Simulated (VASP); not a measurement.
**S: single point with PBEsol**

S:

```
S
1.0
     7.84837    0.00000    0.00000
    -3.92419    6.79689    0.00000
     0.00000    0.00000    4.37185
S
9
Direct
  0.10747 0.10747 0.50000
  0.44971 0.68979 0.73359
  0.68979 0.44971 0.26641
  0.89253 0.00000 0.16667
  0.24008 0.55029 0.06693
  0.31021 0.75992 0.40026
  0.55029 0.24008 0.93307
  0.75992 0.31021 0.59974
  0.00000 0.89253 0.83333
```

This isn't the form of S at room conditions, which is orthorhombic, of S8 rings.

| Quantity | Value |
| --- | --- |
| Program | VASP 6.6.1 |
| Task | single point |
| Functional | PBEsol |
| Potentials or basis | VASP PAW PBE potentials, release 64 (S) |
| Cutoff | 520 eV |
| k mesh | 6 × 6 × 6 |
| Occupations | gaussian, width 0.02 eV |
| Spin | no spin polarisation |
| Further INCAR settings | ALGO = Normal; EDIFF = 1e-06; NBANDS = 37 |

The pressure is -0.2 GPa. The largest force is 0.094 eV/Å and the band gap on the k mesh is 2.04 eV, indirect (least direct gap 2.22 eV).

Forces in eV/Å, atoms in the order of the input:
```
S    0.043  0.075  0.000
S    0.092  0.014  0.007
S   -0.034  0.087 -0.007
S   -0.086  0.000  0.000
S   -0.034 -0.087  0.007
S   -0.058  0.073  0.007
S   -0.058 -0.073 -0.007
S    0.092 -0.014 -0.007
S    0.043 -0.075  0.000
```

Stress tensor (GPa, compression positive):
```
-0.14  0.00  0.00
 0.00 -0.14  0.00
 0.00  0.00 -0.27
```

Levels at points of the mesh, in eV from the valence-band top:
```tsv
k point	band 24	band 25	band 26	band 27	band 28	band 29	band 30	band 31
(0.00, 0.00, 0.00)	-2.15	-0.69	-0.58	-0.30	3.54	3.54	3.61	3.61
(0.50, 0.00, 0.00)	-1.98	-0.60	-0.49	-0.47	2.91	3.16	3.44	3.78
(0.00, 0.00, 0.50)	-0.52	-0.52	-0.22	-0.22	2.24	2.30	2.42	2.50
(0.50, 0.00, 0.50)	-0.71	-0.46	-0.39	-0.18	2.04	2.38	2.39	2.82
```

It took 100 s on 1 thread of Intel(R) Xeon(R) 6975P-C (Granite Rapids), with other jobs on the host, peak memory 0.43 GiB.

Caveat: the PAW data sets were made with another functional, which shifts forces and pressure a little. A k mesh can miss the band edges.
